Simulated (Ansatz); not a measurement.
# GaSb (Immm) in Ansatz: convergence with smearing width

Aim: find how far smearing width must go before the results for GaSb settle, at PBE. This setting moves, with any that are tied to it; all else stays.

Everything below comes from runs of Ansatz 0.2.0. Logs are shortened: lines on timing, memory, paths and dates and some standing lists are left out, and cuts for length are marked.

## Step 1: The structure

The structure is orthorhombic, space group Immm (No. 71). The conventional cell has a = 3.112 Å, b = 5.350 Å, c = 5.787 Å, α = 90.00°, β = 90.00°, γ = 90.00°. Sb (site symmetry mmm) has 6 Ga at 2.89 to 3.09 Å and 2 Sb at 3.11 Å as nearest neighbours. Ga (site symmetry mmm) has 6 Sb at 2.89 to 3.09 Å and 2 Ga at 3.11 Å as nearest neighbours.

Measurements of this composition are mostly on another form, of space group No. 216.

## Step 2: With smearing width 0.3 eV

The input, input.yaml:

```yaml
crystal:
  lattice:
    - [-1.555901, 2.675003, 2.893313]
    - [1.555901, -2.675003, 2.893313]
    - [1.555901, 2.675003, -2.893313]
  atoms:
    - { symbol: Sb, position: [0.5, 0.5, 0.0] }
    - { symbol: Ga, position: [0.0, 0.0, 0.0] }
hamiltonian:
  xc: pbe
  pseudopotentials: { kind: paw }
kpoints:
  mp_grid: { grid: [8, 8, 8] }
scf:
  occupations: { method: gaussian, width: 0.3 }
output:
  forces: true
  stress: true
  eigenvalues: true
```

Potentials or basis: Ansatz PAW.

Started as:

```
> ansatz run input.yaml --threads 2 --pin off --max-ram 5632MiB --backend cpu --events-out ev --progress --plain --runs-dir out
```

Wall time 3.7 s (2 threads of Intel Xeon Platinum 8259CL at 2.50GHz (Skylake/Cascade Lake), shared host); peak memory 0.43 GiB.

Results:

```
Free energy            : -10267.4577 eV
Pressure               : 0.0 GPa
Band gap on the k mesh : none (metal or under the smearing width)
```

## Step 3: With smearing width 0.2 eV

input.yaml, as its differences from that of step 2:

```diff
@@ -14,3 +14,3 @@
 scf:
-  occupations: { method: gaussian, width: 0.3 }
+  occupations: { method: gaussian, width: 0.2 }
 output:
```

Potentials or basis: Ansatz PAW.

Started as:

```
> ansatz run input.yaml --threads 2 --pin off --max-ram 5632MiB --backend cpu --events-out ev --progress --plain --runs-dir out
```

It took 3.6 s on 2 threads of Intel Xeon Platinum 8259CL at 2.50GHz (Skylake/Cascade Lake), shared host; peak memory 0.44 GiB.

What came out:

```
Free energy            : -10267.4460 eV
Pressure               : -0.1 GPa
Band gap on the k mesh : none (metal or under the smearing width)
```

## Step 4: With smearing width 0.15 eV

input.yaml, as its differences from that of step 3:

```diff
@@ -14,3 +14,3 @@
 scf:
-  occupations: { method: gaussian, width: 0.2 }
+  occupations: { method: gaussian, width: 0.15 }
 output:
```

Started as:

```
> ansatz run input.yaml --threads 2 --pin off --max-ram 5632MiB --backend cpu --events-out ev --progress --plain --runs-dir out
```

It took 4.1 s on 2 threads of Intel Xeon Platinum 8259CL at 2.50GHz (Skylake/Cascade Lake), shared host; peak memory 0.41 GiB.

Results:

| Property | Result |
| --- | --- |
| Free energy | -10267.4416 eV |
| Pressure | -0.2 GPa |
| Band gap on the k mesh | none (metal or under the smearing width) |

## Step 5: With smearing width 0.1 eV

input.yaml, as its differences from that of step 4:

```diff
@@ -14,3 +14,3 @@
 scf:
-  occupations: { method: gaussian, width: 0.15 }
+  occupations: { method: gaussian, width: 0.1 }
 output:
```

Started as:

```
> ansatz run input.yaml --threads 2 --pin off --max-ram 5632MiB --backend cpu --events-out ev --progress --plain --runs-dir out
```

It took 4.1 s on 2 threads of Intel Xeon Platinum 8259CL at 2.50GHz (Skylake/Cascade Lake), shared host; peak memory 0.44 GiB.

Results:

```yaml
Free_energy: -10267.4382 eV
Pressure: -0.2 GPa
Band_gap_on_the_k_mesh: none (metal or under the smearing width)
```

## Step 6: With smearing width 0.05 eV

input.yaml, as its differences from that of step 5:

```diff
@@ -14,3 +14,3 @@
 scf:
-  occupations: { method: gaussian, width: 0.1 }
+  occupations: { method: gaussian, width: 0.05 }
 output:
```

Potentials or basis: Ansatz PAW.

Started as:

```
> ansatz run input.yaml --threads 2 --pin off --max-ram 5632MiB --backend cpu --events-out ev --progress --plain --runs-dir out
```

Run time: 3.5 s. Hardware: 2 threads of Intel Xeon Platinum 8259CL at 2.50GHz (Skylake/Cascade Lake), shared host; peak memory 0.44 GiB.

It converged, with:

- Free energy: -10267.4360 eV
- Pressure: -0.2 GPa
- Band gap on the k mesh: none (metal or under the smearing width)

## Step 7: With smearing width 0.025 eV

input.yaml, as its differences from that of step 6:

```diff
@@ -14,3 +14,3 @@
 scf:
-  occupations: { method: gaussian, width: 0.05 }
+  occupations: { method: gaussian, width: 0.025 }
 output:
```

Started as:

```
> ansatz run input.yaml --threads 2 --pin off --max-ram 5632MiB --backend cpu --events-out ev --progress --plain --runs-dir out
```

It took 3.3 s on 2 threads of Intel Xeon Platinum 8259CL at 2.50GHz (Skylake/Cascade Lake), shared host; peak memory 0.44 GiB.

The run converged. Its results:

- Free energy: -10267.4354 eV
- Pressure: -0.2 GPa
- Band gap on the k mesh: none (metal or under the smearing width)

## Step 8: With smearing width 0.01 eV

input.yaml, as its differences from that of step 7:

```diff
@@ -14,3 +14,3 @@
 scf:
-  occupations: { method: gaussian, width: 0.025 }
+  occupations: { method: gaussian, width: 0.01 }
 output:
```

Started as:

```
> ansatz run input.yaml --threads 2 --pin off --max-ram 5632MiB --backend cpu --events-out ev --progress --plain --runs-dir out
```

Run time: 3.6 s. Hardware: 2 threads of Intel Xeon Platinum 8259CL at 2.50GHz (Skylake/Cascade Lake), shared host; peak memory 0.44 GiB.

Results (log left out):

```yaml
Free_energy: -10267.4352 eV
Pressure: -0.2 GPa
Band_gap_on_the_k_mesh: none (metal or under the smearing width)
```

## Step 9: With smearing width 0.005 eV

input.yaml, as its differences from that of step 8:

```diff
@@ -14,3 +14,3 @@
 scf:
-  occupations: { method: gaussian, width: 0.01 }
+  occupations: { method: gaussian, width: 0.005 }
 output:
```

Potentials or basis: Ansatz PAW.

Started as:

```
> ansatz run input.yaml --threads 2 --pin off --max-ram 5632MiB --backend cpu --events-out ev --progress --plain --runs-dir out
```

Log:

```text
Warning: RAYON_NUM_THREADS=2 ignored (pool sized by the plan → 2); use --threads N
Engine: ansatz 0.2.0, x86_64-unknown-linux-gnu
Pseudopotentials: kind: paw
Pseudopotential: Sb, paw, valence charge 15, recommended cutoff 420 eV (normal), Sb.paw.azcp
Pseudopotential: Ga, paw, valence charge 13, recommended cutoff 420 eV (normal), Ga.paw.azcp
Functional definition: PBE
  parameter kappa = 0.804
  parameter beta = 0.06672455060314922
  exchange = pbe_x(kappa = kappa, mu = beta*pi^2/3)
  correlation = pbe_c(beta = beta)
Crystal: 2 atoms, lattice volume = 48.168 Å³
Basis set: ecut = 420 eV, 933 PW (Γ), exchange–correlation on 60×60×60 points (8 copies of the dense FFT grid, shifted against one another)
Bands: 18, of which v1, the nominal top of the filled ones, is band 14 counted from 1 (13 counted from 0)
Symmetry: 8 space group operations
Space group: Immm (ITA 71), of the structure as read, at distance tolerance 3.6e-5 Å
k-points: 95 of 512
Non-local potential: Sb, projectors of the file, l = 0: 2, l = 1: 2, l = 2: 2, l = 3: 2
Non-local potential: Ga, projectors of the file, l = 0: 2, l = 1: 2, l = 2: 3, l = 3: 1
PAW form: soft (Blöchl's): semilocal exchange-correlation on the pseudo side does not see the compensation charge
PAW one-centre angular grid: Sb, 590 points (default); XC on 64 Gauss nodes
PAW one-centre angular grid: Ga, 590 points (default); XC on 64 Gauss nodes
Initial density: superposition of atomic densities (neutral atoms: chi_scale 0, normalization atom), corrected by the library's trained network
Initial wavefunctions: pseudopotential atomic-orbital guess
Functional: x = pbe(κ = 0.804, μ = 0.2195149727645171), c = pbe(β = 0.06672455060314922)
SCF iter   1: F=—  HF=-10267.436756 eV  |F-HF|=—  |Δ(HF+E_count)|=         —  Δρ=1.46e-3  dr2=2.18e-3  ethr=1.77e-3  ⟨swp⟩=6.2  Hψ=8564  notcnv=0
preconditioner: auto → none  [insulator: Δε(μ)=0.019 eV  Ē_g=14.351 eV  σ=0.005 eV  W_gap=0.99  n_scr=16 (ndim 8)  ℏωp=22.7 eV  f_vac=0.000  D(μ)=0.15/eV (n_scr^D=0)  ε∞_Penn≈3.5]
SCF iter   2: F=—  HF=-10267.435336 eV  |F-HF|=—  |Δ(HF+E_count)|=   1.42e-3  Δρ=7.49e-4  dr2=6.14e-4  ethr=7.77e-6  ⟨swp⟩=3.0  Hψ=4419  notcnv=0  defer=20
SCF iter   3: F=—  HF=-10267.435127 eV  |F-HF|=—  |Δ(HF+E_count)|=   2.09e-4  Δρ=2.95e-4  dr2=3.81e-5  ethr=2.19e-6  ⟨swp⟩=3.5  Hψ=3474  notcnv=0  defer=20
SCF iter   4: F=—  HF=-10267.435145 eV  |F-HF|=—  |Δ(HF+E_count)|=   1.77e-5  Δρ=1.52e-4  dr2=9.52e-6  ethr=1.36e-7  ⟨swp⟩=2.0  Hψ=3381  notcnv=0  defer=20
SCF iter   5: F=—  HF=-10267.435140 eV  |F-HF|=—  |Δ(HF+E_count)|=   4.30e-6  Δρ=5.96e-5  dr2=1.21e-6  ethr=3.40e-8  ⟨swp⟩=3.0  Hψ=3486  notcnv=0  defer=20
SCF iter   6: F=—  HF=-10267.435141 eV  |F-HF|=—  |Δ(HF+E_count)|=   2.19e-7  Δρ=2.77e-5  dr2=3.91e-7  ethr=4.32e-9  ⟨swp⟩=2.0  Hψ=3021  notcnv=0  defer=20
SCF iter   7: F=-10267.435140 eV  HF=-10267.435140 eV  |F-HF|=8.72e-8  |Δ(HF+E_count)|=   1.45e-7  Δρ=1.32e-5  dr2=7.67e-8  ethr=3.57e-10  ⟨swp⟩=4.0  Hψ=6361  notcnv=0
SCF 1 converged in 7 iterations: F = -10267.435140 eV  dr2 = 7.67e-8
SCF converged after 7 iterations
Free energy (F): -10267.435140 eV
Harris-Foulkes:  -10267.435140 eV  (|F-HF|=8.72e-8)
Internal energy: -10267.435083 eV  (E = F + TS)
E sigma→0 (E₀):  -10267.435111 eV
Entropy (-TS):   -0.000058 eV (-0.029 meV/atom)
Fermi energy:    9.893575 eV
--- Per-component energies (eV) ---
  E_band       = -197.546112
  E_kinetic    = 321.112805
  E_local      = -3353.323233  (includes V_loc(G=0)·N_el)
  E_nonlocal   = 784.904929
  E_hartree    = 1552.560704
  E_xc         = -207.465446
  E_vxc        = -153.951727  (∫ρ·V_xc dr)
  E_paw        = -6561.647100  (= ΣΔE_a)
  E_vpaw       = -901.424609  (= ΣTr[D̂ρ^β])
  E_aug_tail   = -0.000117  (compensation charges beyond the density's cutoff)
  E_ewald      = -2803.577624
  E_smearing   = -0.000058  (= −TS)
  E_closure    = -0.000000  (closes the sum)
  Σ components = -10267.435140   (vs F -10267.435140, Δ=0.00e0)
--- Forces (eV/Å), atoms counted from 1 ---
  atom   1  Sb     0.00000000     0.00000000     0.00000000
  atom   2  Ga     0.00000000     0.00000000    -0.00000000
  max |Σ_I F_I| component: 3.94e-31 eV/Å
--- Stress (GPa, compression-positive) ---
        2.319238       0.000000       0.000000
        0.000000      -0.800981       0.000000
        0.000000       0.000000      -2.199874
  P = ⅓ Tr σ = -0.2272 GPa (-2.272 kbar)
--- Band table (eV; the first three rows and the last of 95) ---
  k-point 0: bands = ["-19.0852", "-18.9656", "-18.9613", "-18.9529", "-18.9523", "-4.9721", "-4.8791", "-4.8786", "-4.8587", "-4.8310", "-1.9945", "6.7363", "7.8120", "8.2275", "13.3315", "15.3180", "16.0818", "17.4853"]
  k-point 1: bands = ["-19.0620", "-18.9729", "-18.9682", "-18.9519", "-18.9513", "-4.9495", "-4.8807", "-4.8755", "-4.8697", "-4.8399", "-1.6791", "6.1533", "8.1512", "9.0256", "13.2549", "13.9189", "15.3763", "16.4175"]
  k-point 2: bands = ["-19.0060", "-18.9904", "-18.9850", "-18.9508", "-18.9475", "-4.9065", "-4.8918", "-4.8784", "-4.8707", "-4.8588", "-0.7402", "5.8533", "8.0798", "9.8967", "10.8055", "12.6582", "14.9126", "15.2308"]
  k-point 94: bands = ["-19.0850", "-18.9635", "-18.9588", "-18.9580", "-18.9412", "-4.9693", "-4.9530", "-4.8544", "-4.8502", "-4.8259", "0.4358", "4.0268", "4.8606", "5.1649", "13.2426", "17.1468", "19.5304", "20.2266"]
```

Wall time 3.7 s (2 threads of Intel Xeon Platinum 8259CL at 2.50GHz (Skylake/Cascade Lake), shared host); peak memory 0.41 GiB.

What came out:

- Free energy: -10267.4351 eV
- Pressure: -0.2 GPa
- Band gap on the k mesh: none (metal or under the smearing width)

## Step 10: Summary

| smearing width | energy less the tightest run, at zero smearing (meV/atom) | pressure (GPa) | SCF cycles | CPU time (s) | peak memory (GiB) |
| --- | --- | --- | --- | --- | --- |
| 0.3 eV | -1.12 | -0.04 | 7 | 6.9 | 0.43 |
| 0.2 eV | -0.57 | -0.12 | 7 | 6.9 | 0.44 |
| 0.15 eV | -0.29 | -0.15 | 7 | 7.8 | 0.41 |
| 0.1 eV | -0.10 | -0.19 | 7 | 7.7 | 0.44 |
| 0.05 eV | -0.05 | -0.21 | 7 | 6.7 | 0.44 |
| 0.025 eV | -0.05 | -0.22 | 6 | 6.2 | 0.44 |
| 0.01 eV | -0.01 | -0.22 | 7 | 6.8 | 0.44 |
| 0.005 eV | 0.00 | -0.23 | 7 | 7.1 | 0.41 |

Against the tightest run, the energy stays within 1 meV/atom from 0.2 eV on; the pressure stays within 0.1 GPa from 0.15 eV on. Narrower smearing needs a denser k mesh, so at a fixed mesh the narrowest width isn't the most accurate. The tightest run that finished is the yardstick and may itself not be fully converged.
